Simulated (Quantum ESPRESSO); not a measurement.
A run of Quantum ESPRESSO 7.5 is set up as follows.

pw.in

```
&CONTROL
  calculation = 'scf'
  prefix = 'pwscf'
  outdir = './tmp'
  pseudo_dir = './pseudo'
  tprnfor = .true.
  tstress = .true.
  disk_io = 'low'
/
&SYSTEM
  ibrav = 0
  nat = 1
  ntyp = 1
  ecutwfc = 36
  nbnd = 7
  input_dft = 'XC-000I-000I-110L-131L-000I-000I'
  occupations = 'smearing'
  smearing = 'mp'
  degauss = 0.00999582
/
&ELECTRONS
  conv_thr = 2d-10
  electron_maxstep = 120
  mixing_beta = 0.5
/
ATOMIC_SPECIES
Si    28.0850 Si.upf
CELL_PARAMETERS angstrom
  -0.3815112600    1.9002978700    1.9720425700
   1.6960999500    0.0269397800    1.5635915300
   1.9685575700    1.7643044500   -0.2455178400
ATOMIC_POSITIONS crystal
Si     0.0000000000    0.0000000000    0.0000000000
K_POINTS automatic
10 14 11 0 0 0
```

The input pp_density.in:

```
&INPUTPP
  prefix = 'pwscf'
  outdir = './tmp'
  filplot = 'density.dat'
  plot_num = 0
/
&PLOT
  nfile = 1
  filepp(1) = 'density.dat'
  iflag = 3
  output_format = 6
  fileout = 'density.cube'
/
```

File pp_potential.in:

```
&INPUTPP
  prefix = 'pwscf'
  outdir = './tmp'
  filplot = 'potential.dat'
  plot_num = 11
/
&PLOT
  nfile = 1
  filepp(1) = 'potential.dat'
  iflag = 3
  output_format = 6
  fileout = 'potential.cube'
/
```

Contents of pp_elf.in:

```
&INPUTPP
  prefix = 'pwscf'
  outdir = './tmp'
  filplot = 'elf.dat'
  plot_num = 8
/
&PLOT
  nfile = 1
  filepp(1) = 'elf.dat'
  iflag = 3
  output_format = 6
  fileout = 'elf.cube'
/
```

The input pp_potential_ks.in:

```
&INPUTPP
  prefix = 'pwscf'
  outdir = './tmp'
  filplot = 'potential_ks.dat'
  plot_num = 1
/
&PLOT
  nfile = 1
  filepp(1) = 'potential_ks.dat'
  iflag = 3
  output_format = 6
  fileout = 'potential_ks.cube'
/
```

Potentials or basis: PseudoDojo 0.4.1 SR PBE standard.

The run is started by

```console
$ OMP_NUM_THREADS=1 pw.x -in pw.in > pw.out
$ OMP_NUM_THREADS=1 pp.x -in pp_density.in > pp_density.out
$ OMP_NUM_THREADS=1 pp.x -in pp_potential.in > pp_potential.out
$ OMP_NUM_THREADS=1 pp.x -in pp_elf.in > pp_elf.out
$ OMP_NUM_THREADS=1 pp.x -in pp_potential_ks.in > pp_potential_ks.out
```

What does it give for the band gap on the k mesh?

None (metal or under the smearing width).

What does it give for the pressure?

9.5 GPa.

Stress tensor (GPa, compression positive):
```
19.32  4.70 14.21
 4.70 -3.22 -7.10
14.21 -7.10 12.53
```

Caveat: the potentials were made for another functional, which shifts forces and pressure.
